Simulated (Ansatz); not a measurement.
The system is MgB2.

```xyz
3
Lattice="3.0850 0.0000 0.0000 -1.5425 2.6717 0.0000 0.0000 0.0000 3.5230" Properties=species:S:1:pos:R:3 pbc="T T T"
Mg    0.0000    0.0000    0.0000
B     1.5425    0.8906    1.7615
B     0.0000    1.7811    1.7615
```

Base run:

| Item | Value |
| --- | --- |
| Program | Ansatz 0.2.0 |
| Functional | PBEsol |
| Potentials or basis | Ansatz PAW |
| Cutoff | 420 eV (not typed: the program's choice for these potentials) |
| k mesh | 8 × 8 × 6 |
| Occupations | fermi-dirac, width 0.05 eV |
| Spin | no spin polarisation |

Its results: band gap on the k mesh none (metal or under the smearing width); pressure -3.0 GPa.

The run is repeated on the same cell with these changes: functional from PBEsol to PBE; k mesh from 8 × 8 × 6 to 10 × 10 × 8. What comes out?

Band gap on the k mesh none (metal or under the smearing width); pressure -0.9 GPa.

Several settings changed at once, so the effect can't be laid on one alone.

Caveats: the PAW data sets come from PBE, with cores solved anew for the run's functional, which leaves a small shift of forces and pressure (some runs).
